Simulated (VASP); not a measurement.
The system is Al2O3.

```
Al O
1.0
     3.01748    0.00000    0.00000
    -1.50874    2.61322    0.00000
     0.00000    0.00000    7.57464
Al O
2 3
Direct
  0.00000 0.00000 0.72205
  0.00000 0.00000 0.27795
  0.00000 0.00000 0.50000
  0.66667 0.33333 0.80055
  0.33333 0.66667 0.19945
```

Measurements of this composition are mostly on another form, of space group No. 167.

Base run:

| Quantity | Value |
| --- | --- |
| Program | VASP 6.6.1 |
| Functional | PBEsol |
| Potentials or basis | VASP PAW PBE potentials, release 64 (Al, O) |
| Cutoff | 520 eV |
| k mesh | 7 × 7 × 3 |
| Occupations | fermi-dirac, width 0.05 eV |
| Spin | no spin polarisation |

Its results: band gap on the k mesh 2.19 eV, direct.

Problem. After a change of settings the same cell gave: band gap on the k mesh 2.95 eV, direct. Which change was it?
A. functional from PBEsol to r2SCAN
B. functional from PBEsol to AM05
C. functional from PBEsol to revPBE
D. functional from PBEsol to PBE

Solution. A.

r2SCAN gives the wider gap, since meta-GGAs in the generalised Kohn-Sham scheme recover part of the derivative discontinuity.
